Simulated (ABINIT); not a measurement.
An input for ABINIT 10.8.3 (BaTe (Fm-3m)):

```
acell 3*1.0 Angstrom
rprim 
  -0.000000000000 3.493000000000 3.493000000000
  3.493000000000 -0.000000000000 3.493000000000
  3.493000000000 3.493000000000 -0.000000000000
ntypat 2
znucl 56 52
natom 2
typat 1 2
xred 
  0.000000000000 0.000000000000 0.000000000000
  0.500000000000 0.500000000000 0.500000000000
pp_dirpath "pseudos"
pseudos "Ba.upf, Te.upf"
ecut 27
ngkpt 6 6 6
nshiftk 1
shiftk 0 0 0
kptopt 1
chksymbreak 0
nband 18
occopt 1
tolvrs 1e-10
nstep 60
prtwf 0
optforces 0
optstress 0
indata_prefix "in"
outdata_prefix "out"
tmpdata_prefix "tmp"
```

The database entry behind the starting cell differs from later determinations by our own check (about 0.2 % short), so it need not match the best structure at ambient conditions.

```sh
OMP_NUM_THREADS=1 mpirun -n 4 abinit run.abi > log
```

Estimate wall time and host memory on 4 MPI ranks of Arm Neoverse N1, shared host.

It took 22 s; on shared hardware allow 11 s to 44 s. Peak host memory was 0.32 GiB.

[Paths, hosts, dates, memory and timing lines, banners, echoed tables and standing remarks are left out of the program output.]

[Logs are printed without paths, hosts, clocks, repeated set-up lines and the standing remarks that a program may print on its own settings, such as how far it seeks lower states.]

[Runs of the session that timed out or met a known fault of the program may be left out.]

[Hosts, paths, dates, database ids (printed as entryN), source tags and the programs' standing remarks are cut or masked in the printed files.]

[G0W0 gaps are taken among the corrected bands and points alone; a level outside them can change the order at an edge.]

[Where Ansatz stands beside ABINIT at settings called matched, ABINIT's density can come from a denser mesh and the files from another edition; pairs whose starting gaps differed by over 0.03 eV were left out, so agreement reads better than it is.]
